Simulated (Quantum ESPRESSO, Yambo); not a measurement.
# RbCl (Fm-3m): G0W0 with and without spin-orbit coupling, part 2 of 2

Is the spin-orbit change of the gap of RbCl (Fm-3m) the same in DFT and in GW?

Quantum ESPRESSO 7.5 and Yambo 5.3.0; PBE and many-body steps on it, plane waves. Known limits of the many-body steps: not at the basis limit; no spin-orbit coupling in some runs.

So far. Step 4 (Scalar-relativistic): The gap on the mesh goes from 5.00 eV to 7.84 eV, a correction of +2.83 eV. Step 5 (Empty states on the mesh, 4×4×4 mesh, 388 bands): On this mesh the gap is 4.958 eV.

## (6) Conversion and set-up

This step: Yambo 5.3.0; conversion and set-up on PBE with spin-orbit coupling, plane waves, norm-conserving pseudopotentials.

Run with:

```bash
$ (cd o/x.save; p2y > p2y.log; mv SAVE ../..); yambo > setup.log
```

The program printed:

```text
 Yambo, version 5.3.0

 [02] CORE Variables Setup
 =========================

  [02.01] Unit cells
  ==================

  Cell kind             :  FCC
  Atoms in the cell     :  Rb  Cl
  number of Rb atoms    :  1
  number of Cl atoms    :  1

  List of atomic masses
  Mass of Rb    :  85.46800
  Mass of Cl    :  35.45000

  List of atomic coordinates    : [cc]
  Rb1       :  0.000000  0.000000  0.000000  order 1
  Cl1       :  6.216254  6.216254  6.216254  order 2

  Alat factors          :  6.216254  6.216254  6.216254 [a.u.]
  Direct lattice volume :  480.4147 [a.u.]
[...]
==========================================

 IBZ Q-points                                      :   8
 BZ  Q-points                                      :   64

 K/Q-points units:
 rlu = crystal or reduced units; cc = cartesian coordinates; iku = interal k-units

 Q [1]          [rlu]:  0.000000  0.000000  0.000000
 Q [2]          [rlu]: -0.83742E-17 -0.83742E-17  0.25000
 Q [3]          [rlu]:  0.16748E-16  0.16748E-16 -0.50000
[...]
Q [7]          [rlu]:  0.19834E-16 -0.50000     -0.50000
 Q [8]          [rlu]:  0.250000 -0.500000 -0.250000

  [03.01] X indexes
  =================

   [03.01.01] Sigma indexes
   ========================

 [06] Game Over & Game summary
```

Elapsed: 2.8 s, on 1 MPI rank of Arm Neoverse V1, shared host; peak memory 0.25 GiB.

## (7) With spin-orbit coupling

This step: G0W0 on PBE with spin-orbit coupling, plane waves, norm-conserving pseudopotentials.

Contents of gw4.in:

```
HF_and_locXC
gw0
dyson
ppa
em1d
rim_cut
RandQpts= 1000000
RandGvec= 1 RL
EXXRLvcs= 50 Ry
VXCRLvcs= 200 Ry
Chimod= "HARTREE"
% BndsRnXp
 1 | 388 |
%
NGsBlkXp= 13 Ry
% LongDrXp
 1 | 1 | 1 |
%
% GbndRnge
 1 | 388 |
%
DysSolver= "n"
ExtendOut
PPAPntXp= 27.21138 eV
% QPkrange
 1 | 1 | 13 | 20 |
%
```

Run with:

```bash
$ OMP_NUM_THREADS=2 mpirun -n 2 yambo -F gw4.in -J gw4 -C gw4 > gw4.log
```

The program printed:

```text
 Yambo, version 5.3.0

 [02] CORE Variables Setup
 =========================

  [... cell, symmetries and grids as in the set-up ...]

  [02.05] Energies & Occupations
  ==============================

  [X] === General ===
  [X] Electronic Temperature                        :  0.000000  0.000000 [eV K]
  [X] Bosonic    Temperature                        :  0.000000  0.000000 [eV K]
  [X] Finite Temperature mode                       : no
  [X] El. density                                   :  0.22475E+24 [cm-3]
  [X] Fermi Level                                   :  1.105964 [eV]

  [X] === Gaps and Widths ===
  [X] Conduction Band Min                           :  4.958472 [eV]
  [X] Valence Band Max                              :  0.000000 [eV]
  [X] Filled Bands                                  :  16
  [X] Empty Bands                                   :    17   388
  [X] Direct Gap                                    :  4.958472 [eV]
  [X] Direct Gap localized at k                     :  1
  [X] Indirect Gap                                  :  4.958472 [eV]
  [X] Indirect Gap between kpts                     :  1  1
  [X] Last valence band width                       :  0.346786 [eV]
  [X] 1st conduction band width                     :  2.742182 [eV]

 [03] Transferred momenta grid and indexing
 ==========================================

 IBZ Q-points                                      :   8
 BZ  Q-points                                      :   64

 K/Q-points units:
 rlu = crystal or reduced units; cc = cartesian coordinates; iku = interal k-units

 Q [1]          [rlu]:  0.000000  0.000000  0.000000
 Q [2]          [rlu]: -0.83742E-17 -0.83742E-17  0.25000
 Q [3]          [rlu]:  0.16748E-16  0.16748E-16 -0.50000
[...]
[EXS] Plane waves :  2891

 QP @ state[ 1 ] K range:  1  1
 QP @ state[ 1 ] b range:  13  20

 [xc] Functional : Perdew, Burke & Ernzerhof(X)+Perdew, Burke & Ernzerhof(C)
 [xc] LIBXC used to calculate xc functional
  PP Number of Atomic Species                      :  2
  NLCC RL compoments                               :  22995
  PP Number of Atomic Species                      :  2
  NLCC RL compoments                               :  22995

 [xc] E_xc :  -6.714189 [Ha]
      E_xc :  -13.42838 [Ry]

  Local XC kind (lXC) : Perdew, Burke & Ernzerhof(X)+Perdew, Burke & Ernzerhof(C)
  Non-Local XC kind (nlXC) : Hartree-Fock

  Corrections @ K [1] :  [eV]
 <13|nlXC|13> = -18.50011 -0.52545E-17 <13|lXC|13> = -14.01588  0.14539E-13
 <14|nlXC|14> = -18.50011  0.35081E-17 <14|lXC|14> = -14.01588 -0.12275E-09
 <15|nlXC|15> = -18.50006 -0.77541E-17 <15|lXC|15> = -14.01588 -0.25280E-09
[...]
<19|nlXC|19> = -3.442017 -0.59470E-18 <19|lXC|19> = -7.740649 -0.10553E-09
 <20|nlXC|20> = -3.441965  0.62847E-18 <20|lXC|20> = -7.740649 -0.18634E-09

 [08] Dyson equation: Newton solver
 ==================================

  [08.01] G0W0 (W PPA)
  ====================

  [  GW  ] Bands range     :     1   388
  [GW/PPA] G damping       :  0.100000 [eV]

  QP @ state[ 1 ] K range:  1  1
  QP @ state[ 1 ] b range:  13  20

   Sc/G bands                                       :     1   388
   Sc/G damping                                     :  0.100000 ev
   Sc bands terminator                              : no
   Sx RL components                                 :  2891

   QP @ state[ 1 ] K range                          :  1  1
   QP @ state[ 1 ] b range                          :  13  20
   GF energies kind                                 : Perdew, Burke & Ernzerhof(X)+Perdew, Burke & Ernzerhof(C)
   GF WF`s kind                                     : Perdew, Burke & Ernzerhof(X)+Perdew, Burke & Ernzerhof(C)
   Xs energies kind                                 : Perdew, Burke & Ernzerhof(X)+Perdew, Burke & Ernzerhof(C)
   Xs WF`s kind                                     : Perdew, Burke & Ernzerhof(X)+Perdew, Burke & Ernzerhof(C)

 [11] Game Over & Game summary
```

Run time: 10 min. Hardware: 2 MPI ranks; peak memory 1.5 GiB.

Numbers from this step:

| Quantity | Value |
| --- | --- |
| G0W0 gap on the points computed | 7.787 eV |
| starting gap on the mesh | 4.958 eV |
| k of the valence top | 0, 0, 0 |
| k of the conduction bottom | 0, 0, 0 |
| least direct G0W0 gap on the computed points | 7.787 eV |
| Z at the valence top | 0.8093 |
| Z at the conduction bottom | 0.8809 |

Against G0W0 in Yambo (4×4×4 mesh, 194 bands, screening to 176.9 eV, Godby-Needs plasmon pole), the gap moves by −0.048 eV.

## (8) The runs together

Times are wall times on the hardware named with each run, good to a factor of about two.

```
                     run   mesh  bands  screening cutoff (eV)  DFT gap (eV)  gap on the mesh (eV)  direct (eV)     time
     scalar-relativistic  4×4×4    194                  176.9         5.003                 7.835        7.835  2.4 min
with spin-orbit coupling  4×4×4    388                  176.9         4.958                 7.787        7.787   10 min
```

## (9) Results

```
scalar-relativistic      : 7.835 eV
with spin-orbit coupling : 7.787 eV
known limits             : not at the basis limit; no spin-orbit coupling in some runs
```

In words: With spin-orbit coupling: −0.048 eV against scalar-relativistic, −0.044 eV of it in the start. Bands and cutoff are finite, so the gap is not at the basis limit. The miss can reach some tenths of an eV and take either sign; the mesh is an error of its own. In the G0W0 runs levels were corrected at 1 k point alone, so a gap called «on the mesh» is the least over those, and an edge elsewhere would be missed.

[Paths, hosts, dates, memory and timing lines, banners, echoed tables and standing remarks are left out of the program output.]

[Logs are printed without paths, hosts, clocks, repeated set-up lines and the standing remarks that a program may print on its own settings, such as how far it seeks lower states.]

[Runs of the session that timed out or met a known fault of the program may be left out.]

[Hosts, paths, dates, database ids (printed as entryN), source tags and the programs' standing remarks are cut or masked in the printed files.]
